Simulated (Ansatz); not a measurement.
# Ti2CF2 MXene monolayer in a perpendicular field, part 2 of 4

Wanted: the out-of-plane response of the Ti2CF2 MXene monolayer. A positive field points along +c.

Ansatz 0.2.0; plane-wave DFT, PBE-D3(BJ), Ansatz PAW.

So far. Step 2 (Relaxation): The lattice constant a goes from 3.100 to 3.030 Å.

## Step 3: Single point, field 0

A sawtooth potential applies the field, turning back in the middle of the vacuum. With the dipole correction the typed value is the field outside the slab. The induced dipole is small, so the SCF threshold is tight.

The cell differs from the one that the last finished run ended in (c 39.576 → 22.790 Å).

The input, input.yaml:

```yaml
crystal:
  lattice:
    - [3.0297104497, 0.0, 0.0]
    - [-1.5148552248, 2.6238062155, 0.0]
    - [0.0, 0.0, 22.7897370653]
  atoms:
    - { symbol: F, position: [0.3333333333, 0.6666666667, 0.3949146045] }
    - { symbol: Ti, position: [0.6666666667, 0.3333333333, 0.4500084229] }
    - { symbol: C, position: [0.0, 0.0, 0.5] }
    - { symbol: Ti, position: [0.3333333333, 0.6666666667, 0.5499915771] }
    - { symbol: F, position: [0.6666666667, 0.3333333333, 0.6050853955] }
kpoints:
  mp_grid: { grid: [18, 18, 1] }
  band_path:
    path: [[0, 0, 0], [0.5, 0, 0], [0.33333333, 0.33333333, 0], [0, 0, 0]]
    npoints: 16
hamiltonian:
  xc: pbe
  dispersion: d3bj
scf:
  occupations: { method: fermi_dirac, width: 0.02585 }
  convergence: { dr2_threshold: 1.0e-10 }
efield:
  axis: 3
  dipole_correction: true
  ramp_position: 0.97
  ramp_width: 0.06
  amplitude: 0
output:
  dos: { projected: true, e_range: [-6, 5] }
  bader: true
  write_potential: true
  write_density: true
  volumetric_format: npy
  elf: true
```

Started as:

```bash
$ ansatz run input.yaml --threads 4 --pin off --max-ram 6144MiB --backend cpu --events-out ev --progress --plain --runs-dir out
```

Numbers of over 12 decimals in the logs are rounded to 6 here.

Log:

```text
[...]
Crystal: 5 atoms, lattice volume = 181.164 Å³
Basis set: ecut = 420 eV, 3497 PW (Γ)
Bands: 26, of which v1, the nominal top of the filled ones, is band 21 counted from 1 (20 counted from 0)
Symmetry: 6 space group operations
k-points: 37 of 324 (time reversal used)
[...]
SCF iter   1: F=—  HF=-6873.571089 eV  |F-HF|=—  |Δ(HF+E_count)|=         —  Δρ=2.39e-3  dr2=1.48e-2  ethr=1.77e-3  p=0.000 e·Å  D=7.04e-14 V/Å  ΔV_dip=-0.00 eV  dr2_dipole=2.70e-9  V_vac-E_F(+/−)=5.08/5.08 eV  ⟨swp⟩=7.5  Hψ=4737  notcnv=0
efield: sawtooth ramp at fractional position 0.9700 (set: `efield.ramp_position`, or a place that a band, a saddle search or an elastic batch's reference lends), width 0.0600; the density the first Hamiltonian is built on has a dipole p = 0.000 e·Å; the dipole correction subtracts the counter field D = 7.04e-14 V/Å, which shifts the + side's vacuum level by -0.00 eV against the − side's; the planar-averaged density in the ramp window peaks in size at 2.1e-5 e/Å³
[...]
SCF iter   2: F=—  HF=-6873.569546 eV  |F-HF|=—  |Δ(HF+E_count)|=   1.54e-3  Δρ=1.29e-3  dr2=3.64e-3  ethr=3.52e-5  p=0.000 e·Å  D=4.17e-5 V/Å  ΔV_dip=-0.00 eV  dr2_dipole=2.07e-10  V_vac-E_F(+/−)=4.66/4.66 eV  ⟨swp⟩=3.9  Hψ=2757  notcnv=0  defer=18
[...]
SCF iter   9: F=-6873.568226 eV  HF=-6873.568226 eV  |F-HF|=1.53e-10  |Δ(HF+E_count)|=   6.93e-9  Δρ=1.59e-7  dr2=2.44e-11  ethr=1.00e-12  p=0.000 e·Å  D=4.81e-9 V/Å  ΔV_dip=-0.00 eV  dr2_dipole=3.86e-16  V_vac-E_F(+/−)=4.79/4.79 eV  ⟨swp⟩=7.1  Hψ=3071  notcnv=0
SCF 1 converged in 9 iterations: F = -6873.568226 eV  dr2 = 2.44e-11
[...]
NSCF: frozen V_eff on 49 k-points
efield: sawtooth ramp at fractional position 0.9700 (kept from the solve that this one continues, or follows in the run), width 0.0600; the density the first Hamiltonian is built on has a dipole p = 0.000 e·Å; the dipole correction subtracts the counter field D = 4.81e-9 V/Å, which shifts the + side's vacuum level by -0.00 eV against the − side's; the planar-averaged density in the ramp window peaks in size at 2.2e-6 e/Å³
[...]
SCF converged after 9 iterations
Free energy (F): -6873.568226 eV
[...]
Internal energy: -6873.564373 eV  (E = F + TS)
E sigma→0 (E₀):  -6873.566299 eV
Entropy (-TS):   -0.003853 eV (-0.771 meV/atom)
Fermi energy:    0.301337 eV
Dipole field:    D = -0.000000 V/Å  (p = -0.000000 e·Å, saw-weighted, corrected)
Work function:   Φ+ = 4.7857 eV   Φ− = 4.7857 eV
Levels:          The Fermi level and band energies are counted from a zero that moves with the ramp; work functions are not
[...]
--- Band table (eV; the first three rows and the last of 37) ---
  k-point 0: bands = [... 17 lower, -3.5844, -2.3584, -2.3584, 0.2649, 0.2649, 0.4909, 1.8905, 1.8905, ... 1 higher]
  k-point 1: bands = [... 17 lower, -3.5611, -2.4768, -2.3832, 0.2081, 0.3210, 0.5246, 1.8540, 1.8934, ... 1 higher]
  k-point 2: bands = [... 17 lower, -3.5075, -2.7812, -2.4464, 0.0204, 0.4802, 0.6495, 1.7973, 1.9219, ... 1 higher]
  k-point 36: bands = [... 17 lower, -4.1550, -4.1550, -3.1982, 0.7188, 1.3253, 1.3253, 2.3048, 2.3048, ... 1 higher]
--- Bader charges: 5 sites ---
  site symbol  charge [e]  shift [e]
     0      F     -0.7601     0.0002
     1     Ti      1.7211     0.0001
     2      C     -1.9220     0.0005
     3     Ti      1.7212     0.0001
     4      F     -0.7601     0.0002
  estimated error of the sums over rays = 6.8e-4 e
```

Run time: 13 s. Hardware: 4 threads of Intel Xeon Platinum 8488C (Sapphire Rapids), shared host; peak memory 0.64 GiB.

In the SCF lines HF is the Harris–Foulkes energy and dr2 the Hartree energy of the density residual, in eV; the loop may stop once dr2 is under the threshold and the program's other checks hold. Hψ counts applications of the Hamiltonian.

Numbers from this step:

```yaml
energy_at_zero_smearing: -6873.5663 eV
work_function_upper_face: 4.786 eV
dipole_along_the_normal: -2.30e-8 e·Å
```

Running mean over a fixed 2.7 Å (it still follows the layers) of the planar mean; the ramp of the sawtooth is left out. The electron's electrostatic potential energy less the Fermi level by z:

z (Å), electron's electrostatic potential energy less the Fermi level (eV) and a bar from the least value:
```
      3.0        4.8 ##############################
      3.5        4.8 ##############################
      4.0        4.8 ##############################
      4.5        4.8 ##############################
      5.0        4.8 ##############################
      5.5        4.8 ##############################
      6.0        4.8 ##############################
      6.5        4.8 ##############################
      7.0        4.6 ##############################
      7.5        3.5 ############################
      8.0        1.4 ########################
      8.5       -1.0 ###################
      9.0       -4.1 #############
      9.5       -7.0 #######
     10.0       -9.1 ###
     10.5      -10.0 ##
     11.0      -10.6 #
     11.5      -10.9 
     12.0      -10.3 #
     12.5       -9.8 ##
     13.0       -8.4 #####
     13.5       -5.9 ##########
     14.0       -2.8 ################
     14.5        0.1 #####################
     15.0        2.3 #########################
     15.5        4.2 #############################
     16.0        4.7 ##############################
     16.5        4.8 ##############################
     17.0        4.8 ##############################
     17.5        4.8 ##############################
     18.0        4.8 ##############################
     18.5        4.8 ##############################
     19.0        4.8 ##############################
     19.5        4.8 ##############################
```

The density of states has structure finer than the step of the table below, so its rows give means over 0.2 eV, whole bins alone (the curve runs from -6 to 1.31 eV). Peaks (eV: height): -4.57: 5.98, -3.77: 4.67, -3.68: 12.0, -3.52: 11.2, -2.99: 3.66, 0.20: 2.85.

Density of states against energy, zero at the Fermi level; means over each step:

| energy (eV) | density of states (states/eV a cell) |
| --- | --- |
| -5.0 | 0 |
| -4.8 | 0.954 |
| -4.6 | 3.81 |
| -4.4 | 1.70 |
| -4.2 | 1.50 |
| -4.0 | 1.46 |
| -3.8 | 3.26 |
| -3.6 | 7.96 |
| -3.4 | 3.12 |
| -3.2 | 1.92 |
| -3.0 | 2.88 |
| -2.8 | 1.30 |
| -2.6 | 0.118 |
| -2.4 | 0 |
| -2.2 | 0 |
| -2.0 | 0 |
| -1.8 | 0.211 |
| -1.6 | 0.755 |
| -1.4 | 0.816 |
| -1.2 | 0.926 |
| -1.0 | 1.01 |
| -0.8 | 1.14 |
| -0.6 | 1.31 |
| -0.4 | 1.74 |
| -0.2 | 1.14 |
| 0.0 | 1.74 |
| 0.2 | 1.89 |
| 0.4 | 1.59 |
| 0.6 | 1.50 |
| 0.8 | 1.70 |
| 1.0 | 1.64 |
| 1.2 | 1.66 |

Projected DOS per atom over height of the atomic layer and energy from the Fermi level. Layers: F Ti C Ti F from below.

Ten even steps from '0' (0.00 states/eV) to '9' (2.99 states/eV), each cell a mean:
```
02020
02020
02020
03030
01010
02020
01010
01010
01010
00000
00000
00000
01210
01310
03930
02420
01210
01410
00100
00000
00000
00000
```
Columns: height of the atomic layer (Å) from 9 to 13.8; rows upwards: energy from the Fermi level (eV) from -5.96 to 1.24.

The electronic bands at the labelled points (eV, zero at the Fermi level):

| point | band 18 | band 19 | band 20 | band 21 | band 22 | band 23 | band 24 | band 25 |
| --- | --- | --- | --- | --- | --- | --- | --- | --- |
| Γ | -3.89 | -2.66 | -2.66 | -0.04 | -0.04 | 0.19 | 1.59 | 1.59 |
| halfway | -4.01 | -3.69 | -2.92 | -1.02 | 0.88 | 0.92 | 1.58 | 1.69 |
| M | -4.77 | -3.48 | -2.97 | -1.81 | 1.58 | 1.95 | 2.22 | 2.33 |
| halfway | -4.70 | -3.78 | -3.50 | -0.76 | 1.36 | 1.59 | 1.97 | 2.22 |
| K | -4.46 | -4.46 | -3.50 | 0.42 | 1.02 | 1.02 | 2.00 | 2.00 |
| halfway | -4.10 | -3.68 | -3.35 | -0.29 | -0.11 | 1.47 | 1.80 | 1.88 |
| Γ | -3.89 | -2.66 | -2.66 | -0.04 | -0.04 | 0.19 | 1.59 | 1.59 |

Valence density in the ca plane at fractional y = 0.333, with atoms of Ti and F within 0.2 Å of it. It is the smooth field of the valence electrons, not physical close to the nuclei.

Ten steps, logarithmic in the rise over the least value, from '0' (0 e/Å³) to '9' (12 e/Å³), each cell a mean:
```
00000000000000000001123554322222354210000000
00000000000000000000126887322123688520000000
00000000000000000000137998421124799620000000
00000000000000000000126886322123687520000000
00000000000000000001123554332222343200000000
00000000000000000012222223333332211000000000
00000000000000000012332223343443110000000000
00000000000000000001222223333332221000000000
```
Columns run along c (16.0 Å, from fractional 0.07 to 0.77 of the cell), rows up along a (3.0 Å). Atoms in or near the plane, at fractional coordinates: Ti at (0.45, 0.67), F at (0.61, 0.67).

ELF in the ca plane at fractional y = 0.333, with atoms of Ti and F within 0.2 Å of it. It is the smooth field of the valence electrons, not physical close to the nuclei.

Ten even steps from '0' (0.00) to '9' (0.81), each cell a mean:
```
00000000000000012113542453102798631000000000
00000000000000000037565133117999952000000000
00000000000000000056136122128869962000000000
00000000000000000037664133116999951000000000
00000000000000012212432453112688520000000000
00000000000000146631126873221122100000000000
00000000000000257741258973231000000000000000
00000000000000135521125773210133100000000000
```
Columns run along c (16.0 Å, from fractional 0.12 to 0.83 of the cell), rows up along a (3.0 Å). Atoms in or near the plane, at fractional coordinates: Ti at (0.45, 0.67), F at (0.61, 0.67).

Electrostatic potential energy in the ca plane at fractional y = 0.333, with atoms of Ti and F within 0.2 Å of it. With pseudopotentials it is smooth inside the atoms' cores, unlike the true potential.

Values in eV, 5 rows by 16 columns, each cell a mean:
```
  5   5   5   5   5   5   4  -2 -26 -14  -1  -5 -12   5   5   5
  5   5   5   5   5   5   4  -5 -35 -22   0 -12 -32   5   5   5
  5   5   5   5   5   5   4  -2 -26 -14  -1  -5 -13   5   5   5
  5   5   5   5   5   5   5   1  -4  -3  -8  -9   2   5   5   5
  5   5   5   5   5   5   5   1  -4  -2  -8  -9   2   5   5   5
```
Columns run along c (16.0 Å, from fractional 0.07 to 0.77 of the cell; values clipped at the 3rd and 97th percentile), rows up along a (3.0 Å). Atoms in or near the plane, at fractional coordinates: Ti at (0.45, 0.67), F at (0.61, 0.67).

The work function of the upper face is 4.79 eV.

## Step 4: Single point, field 0.1 V/Å

Edit input.yaml of step 3 so:

```diff
@@ -27,6 +27,4 @@
   ramp_width: 0.06
-  amplitude: 0
+  amplitude: 0.1
 output:
-  dos: { projected: true, e_range: [-6, 5] }
-  bader: true
   write_potential: true
@@ -34,2 +32 @@
   volumetric_format: npy
-  elf: true
```

Log:

```text
[...]
Crystal: 5 atoms, lattice volume = 181.164 Å³
Basis set: ecut = 420 eV, 3497 PW (Γ)
Bands: 26, of which v1, the nominal top of the filled ones, is band 21 counted from 1 (20 counted from 0)
Symmetry: 6 space group operations
k-points: 37 of 324 (time reversal used)
[...]
k-point 0: bands = [... 17 lower, -3.5844, -2.3585, -2.3585, 0.2647, 0.2647, 0.4907, 1.8904, 1.8904, ... 1 higher]
  k-point 1: bands = [... 17 lower, -3.5611, -2.4770, -2.3834, 0.2079, 0.3209, 0.5244, 1.8538, 1.8932, ... 1 higher]
  k-point 2: bands = [... 17 lower, -3.5076, -2.7813, -2.4465, 0.0203, 0.4801, 0.6493, 1.7970, 1.9218, ... 1 higher]
  k-point 36: bands = [... 17 lower, -4.1553, -4.1549, -3.1984, 0.7187, 1.3249, 1.3253, 2.3043, 2.3051, ... 1 higher]
[key lines of the parts left out:]
SCF converged after 11 iterations
Free energy (F): -6873.569333 eV
Fermi energy:    0.301191 eV
Dipole field:    D = 0.022114 V/Å  (p = 0.022140 e·Å, saw-weighted, corrected)
```

It took 5.5 s on 4 threads; peak memory 0.61 GiB; 21 s of CPU time.

The dipole is 0.0221 e·Å.

## Step 5: Atoms held, field -0.1 V/Å

Edit input.yaml of step 4 so:

```diff
@@ -27,3 +27,3 @@
   ramp_width: 0.06
-  amplitude: 0.1
+  amplitude: -0.1
 output:
```

Log:

```text
[...]
Crystal: 5 atoms, lattice volume = 181.164 Å³
Basis set: ecut = 420 eV, 3497 PW (Γ)
Bands: 26, of which v1, the nominal top of the filled ones, is band 21 counted from 1 (20 counted from 0)
Symmetry: 6 space group operations
k-points: 37 of 324 (time reversal used)
[...]
k-point 0: bands = [... 17 lower, -3.5844, -2.3585, -2.3585, 0.2647, 0.2647, 0.4907, 1.8904, 1.8904, ... 1 higher]
  k-point 1: bands = [... 17 lower, -3.5611, -2.4770, -2.3834, 0.2079, 0.3209, 0.5244, 1.8538, 1.8932, ... 1 higher]
  k-point 2: bands = [... 17 lower, -3.5076, -2.7813, -2.4465, 0.0203, 0.4801, 0.6493, 1.7970, 1.9218, ... 1 higher]
  k-point 36: bands = [... 17 lower, -4.1553, -4.1549, -3.1984, 0.7187, 1.3249, 1.3253, 2.3043, 2.3051, ... 1 higher]
[key lines of the parts left out:]
SCF converged after 11 iterations
Free energy (F): -6873.569333 eV
Fermi energy:    0.301191 eV
Dipole field:    D = -0.022114 V/Å  (p = -0.022140 e·Å, saw-weighted, corrected)
```

The job ended after 5.5 s (4 threads; peak memory 0.57 GiB).

The dipole is -0.0221 e·Å.

## Step 6: Single point, field 0.2 V/Å

Edit input.yaml of step 5 so:

```diff
@@ -27,3 +27,3 @@
   ramp_width: 0.06
-  amplitude: -0.1
+  amplitude: 0.2
 output:
```

Log:

```text
[...]
Crystal: 5 atoms, lattice volume = 181.164 Å³
Basis set: ecut = 420 eV, 3497 PW (Γ)
Bands: 26, of which v1, the nominal top of the filled ones, is band 21 counted from 1 (20 counted from 0)
Symmetry: 6 space group operations
k-points: 37 of 324 (time reversal used)
[...]
k-point 0: bands = [... 17 lower, -3.5845, -2.3589, -2.3589, 0.2643, 0.2643, 0.4903, 1.8899, 1.8899, ... 1 higher]
  k-point 1: bands = [... 17 lower, -3.5611, -2.4773, -2.3837, 0.2075, 0.3204, 0.5240, 1.8532, 1.8928, ... 1 higher]
  k-point 2: bands = [... 17 lower, -3.5076, -2.7817, -2.4469, 0.0198, 0.4797, 0.6489, 1.7963, 1.9214, ... 1 higher]
  k-point 36: bands = [... 17 lower, -4.1558, -4.1550, -3.1988, 0.7182, 1.3243, 1.3250, 2.3035, 2.3051, ... 1 higher]
[key lines of the parts left out:]
SCF converged after 12 iterations
Free energy (F): -6873.572654 eV
Fermi energy:    0.300765 eV
Dipole field:    D = 0.044231 V/Å  (p = 0.044283 e·Å, saw-weighted, corrected)
```

Run time: 5.7 s. Hardware: 4 threads; peak memory 0.59 GiB.

The dipole is 0.0443 e·Å.

## Step 7: Single point, field -0.2 V/Å

Edit input.yaml of step 6 so:

```diff
@@ -27,3 +27,3 @@
   ramp_width: 0.06
-  amplitude: 0.2
+  amplitude: -0.2
 output:
```

Log:

```text
[...]
Crystal: 5 atoms, lattice volume = 181.164 Å³
Basis set: ecut = 420 eV, 3497 PW (Γ)
Bands: 26, of which v1, the nominal top of the filled ones, is band 21 counted from 1 (20 counted from 0)
Symmetry: 6 space group operations
k-points: 37 of 324 (time reversal used)
[...]
k-point 0: bands = [... 17 lower, -3.5845, -2.3589, -2.3589, 0.2643, 0.2643, 0.4903, 1.8899, 1.8899, ... 1 higher]
  k-point 1: bands = [... 17 lower, -3.5611, -2.4773, -2.3837, 0.2075, 0.3204, 0.5240, 1.8532, 1.8928, ... 1 higher]
  k-point 2: bands = [... 17 lower, -3.5076, -2.7817, -2.4469, 0.0198, 0.4797, 0.6489, 1.7963, 1.9214, ... 1 higher]
  k-point 36: bands = [... 17 lower, -4.1558, -4.1550, -3.1988, 0.7182, 1.3243, 1.3250, 2.3035, 2.3051, ... 1 higher]
[key lines of the parts left out:]
SCF converged after 12 iterations
Free energy (F): -6873.572654 eV
Fermi energy:    0.300765 eV
Dipole field:    D = -0.044231 V/Å  (p = -0.044283 e·Å, saw-weighted, corrected)
```

Wall time 5.7 s (4 threads); peak memory 0.6 GiB.

The dipole is -0.0443 e·Å.

## Step 8: Atoms held, field 0.35 V/Å

Edit input.yaml of step 7 so:

```diff
@@ -27,4 +27,6 @@
   ramp_width: 0.06
-  amplitude: -0.2
+  amplitude: 0.35
 output:
+  dos: { projected: true, e_range: [-6, 5] }
+  bader: true
   write_potential: true
@@ -32 +34,2 @@
   volumetric_format: npy
+  elf: true
```

Log:

```text
[...]
Crystal: 5 atoms, lattice volume = 181.164 Å³
Basis set: ecut = 420 eV, 3497 PW (Γ)
Bands: 26, of which v1, the nominal top of the filled ones, is band 21 counted from 1 (20 counted from 0)
Symmetry: 6 space group operations
k-points: 37 of 324 (time reversal used)
[...]
k-point 36: bands = [... 17 lower, -4.1570, -4.1557, -3.2000, 0.7169, 1.3227, 1.3240, 2.3018, 2.3047, ... 1 higher]
--- Bader charges: 5 sites ---
  site symbol  charge [e]  shift [e]
     0      F     -0.7673     0.0002
     1     Ti      1.7133     0.0001
     2      C     -1.9220     0.0005
     3     Ti      1.7287     0.0001
     4      F     -0.7528     0.0002
  estimated error of the sums over rays = 6.7e-4 e
[key lines of the parts left out:]
SCF converged after 11 iterations
Free energy (F): -6873.581788 eV
Fermi energy:    0.299588 eV
Dipole field:    D = 0.077412 V/Å  (p = 0.077503 e·Å, saw-weighted, corrected)
```

Wall time 14 s (4 threads); peak memory 0.61 GiB.

The dipole is 0.0775 e·Å.

(Part 2 of 4 ends here.)

[Logs are printed without paths, hosts, clocks, repeated set-up lines and the standing remarks that a program may print on its own settings, such as how far it seeks lower states.]

[Hosts, paths, dates, database ids (printed as entryN), source tags and the programs' standing remarks are cut or masked in the printed files.]

[Maps of the electrostatic potential energy from Ansatz leave out the sawtooth potential of an applied field or a dipole correction, so their vacuum need not be flat; planar profiles and work functions include it.]

[The density of states shown here was stored with 400 of the rows of the run's finer table, so its peaks can read low, often by over a quarter, or be missed, and its means over a window can be off by a tenth or more.]
